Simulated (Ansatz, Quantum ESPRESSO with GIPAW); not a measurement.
# C_Q, η_Q and the second-order shift of 17O in La2O3

A plane-wave PAW calculation (PBEsol, Ansatz) gives this electric field gradient, in 10²¹ V/m² and Cartesian axes, at one O site of La2O3 (atom 4; bound to La4; site symmetry 3m):

```
     -0.4080        0.0000        0.0000
      0.0000       -0.4080        0.0000
      0.0000        0.0000        0.8159
```

17O has spin 5/2, Q = -0.02558 barn and |γ|/2π = 5.7742 MHz/T. The cell is the P-3m1 form of a database entry, atoms relaxed, static and at 0 K, with no spin-orbit coupling beside its heavy atoms. 

**Task.** Find C_Q, η_Q and ν_Q, and the shift and width of the central transition under fast MAS at 9.4 T and 18.8 T.

1. The tensor is symmetric and traceless. Its eigenvalues, ordered by size, are V_xx = -0.4080, V_yy = -0.4080 and V_zz = 0.8159.

2. η_Q = (V_xx − V_yy)/V_zz = 0.000.

3. C_Q = eQV_zz/h. One unit of 10²¹ V/m² with one barn gives 24.18 MHz, so C_Q = 24.18 × −0.02558 × 0.8159 = -0.505 MHz. A spectrum shows its size, not its sign.

4. ν_Q = 3C_Q/[2I(2I−1)] = 0.076 MHz in size, and P_Q = |C_Q|√(1 + η²/3) = 0.505 MHz.

5. The resonances lie at ν0 = 54.28 and 108.56 MHz, so ν_Q/ν0 is 0.001 at most and second order holds. The centre of gravity moves by δ_Q = −(3/40)(P_Q/ν0)² F × 10⁶ ppm, with F = [I(I+1) − 3/4]/[I²(2I−1)²] = 0.08: -0.519 ppm at 9.4 T and -0.130 ppm at 18.8 T.

6. Summing the second-order term over orientations gives a full width of 1.11 ppm (0.060 kHz) and 0.278 ppm (0.030 kHz). In ppm both fall as 1/B²: (9.4/18.8)² = 0.250. The spinning rate must pass the static width for this shape to show cleanly.

[Banner, clock, file and message-heading lines were taken out of the pw.x and gipaw.x logs.]

[Logs are printed without paths, hosts, clocks, repeated set-up lines and the standing remarks that a program may print on its own settings, such as how far it seeks lower states.]

[Hosts, paths, dates, database ids (printed as entryN), source tags and the programs' standing remarks are cut or masked in the printed files.]
